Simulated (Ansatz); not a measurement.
Crystal: Au.

```
Au
1.0
     2.74841    0.00000    0.00000
     0.00000    2.74841    0.00000
     0.00000    0.00000    2.74841
Au
1
Direct
  0.50000 0.50000 0.50000
```

The cell was built by a generator and needn't be a form met in nature.

- Program: Ansatz 0.2.0
- Task: relaxation of cell and atoms
- Functional: revPBE
- Dispersion: D3(BJ)
- Potentials or basis: Ansatz PAW
- Cutoff: 420 eV (not typed: the program's choice for these potentials)
- k mesh: 10 × 10 × 10
- Occupations: fermi-dirac, width 0.05 eV
- Spin: no spin polarisation

At the start: volume 20.76 Å³/atom.

Problem. Where does the relaxation end?

Solution. It ends after 4 steps and the volume is 19.73 Å³/atom (-5.0 %); space group Pm-3m (No. 221, to 0.05 Å).

Step by step:
```
step  energy change (eV)  largest force (eV/Å)  volume (Å³)
   1              0.0000                0.0000        20.76
   2             -0.0184                0.0000        19.83
   3             -0.0186                0.0000        19.73
   4             -0.0182                0.0000        19.73
```

Final structure:
```
Au
1.0
     2.70208    0.00000    0.00000
     0.00000    2.70208    0.00000
     0.00000    0.00000    2.70208
Au
1
Direct
  0.50000 0.50000 0.50000
```

Caveat: the plane-wave basis is chosen anew once the cell has moved, so the energies of steps on either side of that aren't comparable; pairwise dispersion overbinds metals, which lowers pressure and volume; the PAW data sets come from PBE, with cores solved anew for the run's functional, which leaves a small shift of forces and pressure.
